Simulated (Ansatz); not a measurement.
Crystal: TiO2.

```
Ti O
1.0
     2.70603   -2.70666    0.00000
     2.70603    2.70666    0.00000
    -2.63353    0.00000    4.79664
Ti O
2 4
Direct
  0.86589 0.13411 0.75000
  0.13411 0.86589 0.25000
  0.08876 0.33122 0.16715
  0.91124 0.66878 0.83285
  0.66878 0.91124 0.33285
  0.33122 0.08876 0.66715
```

The cell is a database's computed one.

Base run:

```yaml
Program: Ansatz 0.2.0
Functional: PBE
Potentials_or_basis: Ansatz PAW
Cutoff: "420 eV (not typed: the program's choice for these potentials)"
k_mesh: 8 × 8 × 6
Occupations: fermi-dirac, width 0.05 eV
Spin: no spin polarisation
Hubbard_terms: Ti d U = 5 eV
```

Its results: band gap on the k mesh 2.72 eV, indirect (least direct gap 3.09 eV); pressure 2.3 GPa; largest force 0.179 eV/Å.

Task: The run is repeated on the same cell with these changes: hubbard terms from Ti d U = 5 eV to none; hubbard projectors from ortho-atomic (the default) to none. What comes out?

Result: Band gap on the k mesh 2.07 eV, indirect (least direct gap 2.41 eV); pressure -1.7 GPa; largest force 0.128 eV/Å.

The U term pushes filled and empty states of the shell apart.

A k mesh can miss the band edges.
